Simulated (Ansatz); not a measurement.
# VMoSe4: the cost of one run

Method: DFT PBE, scalar-relativistic, plane waves, PAW, in Ansatz 0.2.0.

1 further run of the same task is left out (it didn't finish).

### 1 The system as given

It takes space group P-6m2 (No. 187, hexagonal). The conventional cell has a = 2.509 Å, b = 2.509 Å, c = 26.582 Å, α = 90.00°, β = 90.00°, γ = 120.00°. Around V (site symmetry -6m2) lie 6 Se at 1.91 Å. Around Mo (site symmetry -6m2) lie 6 Se at 1.91 Å. Around Se (site symmetry 3m) lie 3 Mo at 1.91 Å. Se (site symmetry 3m) is surrounded by 3 V at 1.91 Å.

Structure file:

```cif
data_structure
_symmetry_space_group_name_H-M 'P-6m2'
_symmetry_Int_Tables_number 187
_cell_length_a 2.5087
_cell_length_b 2.5087
_cell_length_c 26.5821
_cell_angle_alpha 90.000
_cell_angle_beta 90.000
_cell_angle_gamma 120.000
_cell_volume 144.88
loop_
_atom_site_label
_atom_site_type_symbol
_atom_site_symmetry_multiplicity
_atom_site_Wyckoff_symbol
_atom_site_fract_x
_atom_site_fract_y
_atom_site_fract_z
_atom_site_occupancy
V1 V 1 b 0.00000 0.00000 0.50000 1
Mo1 Mo 1 a 0.00000 0.00000 0.00000 1
Se1 Se 2 h 0.33333 0.66667 0.04701 1
Se2 Se 2 h 0.33333 0.66667 0.54701 1
```

The start is an ordering of an alloy on its end members' structure types: elements ordered on the sites of the MoSe2 type, V/Mo on Mo (P-6m2, No. 187).

### 2 A first look at the guess

input.yaml

```yaml
crystal:
  lattice:
    - [2.50869836, 0.0, 0.0]
    - [-1.25434918, 2.17259651, 0.0]
    - [0.0, 0.0, 26.58210682]
  atoms:
    - { symbol: V, position: [0.0, 0.0, 0.5], spin: 2.0 }
    - { symbol: Mo, position: [0.0, 0.0, 0.0], spin: 1.0 }
    - { symbol: Se, position: [0.33333333, 0.66666667, 0.04700616] }
    - { symbol: Se, position: [0.33333333, 0.66666667, 0.54700616] }
    - { symbol: Se, position: [0.33333333, 0.66666667, 0.45299384] }
    - { symbol: Se, position: [0.33333333, 0.66666667, 0.95299384] }
basis:
  ecutwfc: 420
kpoints:
  mp_grid: { grid: [6, 6, 1] }
hamiltonian:
  xc: pbe
scf:
  occupations: { method: gaussian, width: 0.1 }
  lower_state_search: "off"
output:
  forces: true
  stress: true
  eigenvalues: true
  populations: true
magnetization:
  spin_polarized: true
```

Started as:

```sh
$ ansatz run input.yaml --threads 1 --pin off --max-ram 2560MiB --backend cpu --events-out ev --progress --plain --runs-dir out
```

**Question.** How long does this run take on 1 thread of Intel Xeon 6975P-C (Granite Rapids), shared host, and how much memory does it need?

About 19 s, with a peak of 0.46 GiB.
